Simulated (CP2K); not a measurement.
The system is MgS (Niningerite).

```
S Mg
1.0
     3.67929    0.00000    0.00000
     1.83964    3.18636    0.00000
     1.83964    1.06212    3.00413
S Mg
1 1
Direct
  0.50000 0.50000 0.50000
  0.00000 0.00000 0.00000
```

Program: CP2K 2026.2. Alike in all runs: task band structure; potentials or basis POTENTIAL_UZH S GTH-PBE-q6, Mg GTH-PBE-q10; TZVP-MOLOPT-PBE-GTH basis; no spin polarisation; cell as given; k mesh 9 × 9 × 9; smearing fermi-dirac 0.05 eV.

Order these runs on this cell by their band gap on the k mesh, lowest first.
A. level SCAN
B. level RPBE
C. level PBE
D. level LDA

D (2.52 eV), C (2.85 eV), B (3.03 eV), A (3.49 eV).

Caveats: the mesh misses the band edges, which the band path finds closer together; the basis of atomic orbitals isn't converged, which shifts pressures, moduli and gaps.
